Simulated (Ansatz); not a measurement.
## Cu: hydrostatic pressure series

These are results of DFT r2SCAN, scalar-relativistic, plane waves, PAW in Ansatz 0.2.0, not measurements. Run with 500 eV cutoff, 18×18×6 k-mesh, Gaussian smearing of 0.10 eV, no spin polarisation.

Starting point, cell and atoms relaxed:

```yaml
crystal:
  lattice:
    - [2.52934, 0.00000, 0.00000]
    - [-1.26467, 2.19047, 0.00000]
    - [0.00000, 0.00000, 8.26394]
  atoms:
    - { symbol: Cu, position: [0.00000, 0.00000, 0.00000] }
    - { symbol: Cu, position: [0.33333, 0.66667, 0.25000] }
    - { symbol: Cu, position: [0.00000, 0.00000, 0.50000] }
    - { symbol: Cu, position: [0.66667, 0.33333, 0.75000] }
```

Cell and atoms are relaxed at each pressure within the symmetry of the start, at zero temperature, so transitions that lower the symmetry aren't seen. The k-mesh given is that at zero pressure and may differ at others.

Q: Give the structure at 30 GPa.

A:
```yaml
crystal:
  lattice:
    - [2.41985, 0.00000, 0.00000]
    - [-1.20993, 2.09566, 0.00000]
    - [0.00000, 0.00000, 7.90875]
  atoms:
    - { symbol: Cu, position: [0.00000, 0.00000, 0.00000] }
    - { symbol: Cu, position: [0.33333, 0.66667, 0.25000] }
    - { symbol: Cu, position: [0.00000, 0.00000, 0.50000] }
    - { symbol: Cu, position: [0.66667, 0.33333, 0.75000] }
```
The structure is hexagonal, space group P6_3/mmc (No. 194). Conventional cell: a = 2.420 Å, b = 2.420 Å, c = 7.909 Å, α = 90.00°, β = 90.00°, γ = 120.00°. Cu (site symmetry -3m) has 12 Cu at 2.42 Å as nearest neighbours. Cu (site symmetry -6m2) is surrounded by 12 Cu at 2.42 Å.

This form isn't the element's structure at ambient conditions.